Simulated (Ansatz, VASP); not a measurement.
**MgO (magnesium oxide, tetragonal cell) in VASP and in Ansatz**

```xyz
4
Lattice="2.9752 0.0000 0.0000 0.0000 2.9752 0.0000 0.0000 0.0000 4.2863" Properties=species:S:1:pos:R:3 pbc="T T T"
Mg    0.0000    0.0000    0.0000
Mg    1.4876    1.4876    2.1431
O     1.4876    1.4876    0.0000
O     0.0000    0.0000    2.1431
```

Alike in both runs: functional PBE; k mesh 10 × 10 × 8; no spin polarisation.

Ansatz relaxed the structure, and its values are those at the end. VASP's run is a single point on that final structure, the one shown.

|  | VASP | Ansatz |
| --- | --- | --- |
| version | VASP 6.6.1 | Ansatz 0.2.0 |
| potentials or method | VASP PAW PBE potentials, release 64 (Mg, O) | scalar-relativistic, plane waves, PAW |
| plane-wave cutoff (eV) | 520 | 700 |
| occupations | gaussian, width 0.01 eV | fixed |
| valence electrons in the cell | 16 | 32 |

Ansatz gave:

- gap on the k mesh at the Fermi level (eV): 4.57
- least direct gap on the mesh (eV): 4.57
- pressure (GPa): 2.3

Task: Which values does VASP return?

Result: gap on the k mesh at the Fermi level (eV): 4.55; least direct gap on the mesh (eV): 4.55; pressure (GPa): 1.5.

The two sets of potentials don't hold the same shells in valence.

A k mesh can miss the band edges. As with any semilocal functional, this PBE gap is likely too small.
